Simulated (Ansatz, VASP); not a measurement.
## Two plane-wave programs on Hf

```
CELL_PARAMETERS angstrom
-1.79289 1.79289 1.79289
1.79289 -1.79289 1.79289
1.79289 1.79289 -1.79289
ATOMIC_POSITIONS crystal
Hf 0.00000 0.00000 0.00000
```

Alike in both runs: task single point; functional PBEsol; k mesh 16 × 16 × 16; occupations gaussian, width 0.1 eV; no spin polarisation.

|  | VASP | Ansatz |
| --- | --- | --- |
| version | VASP 6.6.1 | Ansatz 0.2.0 |
| potentials or method | VASP PAW PBE potentials, release 64 (Hf_pv) | scalar-relativistic, plane waves, PAW |
| plane-wave cutoff (eV) | 520 | 420 |
| valence electrons in the cell | 10 | 26 |

|  | VASP | Ansatz | Ansatz less VASP |
| --- | --- | --- | --- |
| gap on the k mesh at the Fermi level (eV) | none | none | - |
| pressure (GPa) | -7.7 | -7.6 | +0.13 |

A gap of «none» marks a metal or a gap that the smearing closes. The two sets of potentials don't hold the same shells in valence.

Caveats: the PAW data sets were made with another functional, which shifts forces and pressure a little (VASP). Spin-orbit coupling is left out, which matters for the levels of Hf.
